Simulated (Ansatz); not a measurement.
BN: relaxed-ion elastic tensor

Level of theory: DFT PBEsol, scalar-relativistic, plane waves, PAW in Ansatz 0.2.0. Settings: 420 eV plane-wave cutoff, Γ-centred 12×12×4 mesh, fixed occupations. No spin polarisation.

The cell, relaxed at this level:
```
B N
1.0
     2.50431    0.00000    0.00000
    -1.25216    2.16880    0.00000
     0.00000    0.00000    7.03285
B N
2 2
Direct
  0.33333 0.66667 0.25000
  0.66667 0.33333 0.75000
  0.33333 0.66667 0.75000
  0.66667 0.33333 0.25000
```

The crystal is built of layers and no dispersion correction was added, so the binding between them is poorly described, and with it their spacing and whatever depends on it.

(1) Give the relaxed-ion elastic constants (GPa, Voigt order xx yy zz yz xz xy, on the axes of the cell above).

(2) Is the crystal stable against homogeneous strain?

(3) And the moduli of a polycrystal (Hill averages)?

Answers

(1)
C11 = 828.8, C12 = 194.2, C13 = 1.4, C22 = 828.8, C23 = 1.4, C33 = 8.8, C44 = 2.7, C55 = 2.7, C66 = 317.3 GPa; the others vanish.

(2) Yes: the least eigenvalue of the tensor is 2.7 GPa.

(3) B = 119 GPa, G = 84 GPa, E = 204 GPa, ν = 0.21.

Cost: 1 run of about 0.63 core-minutes, on Arm Neoverse V2 (shared hosts).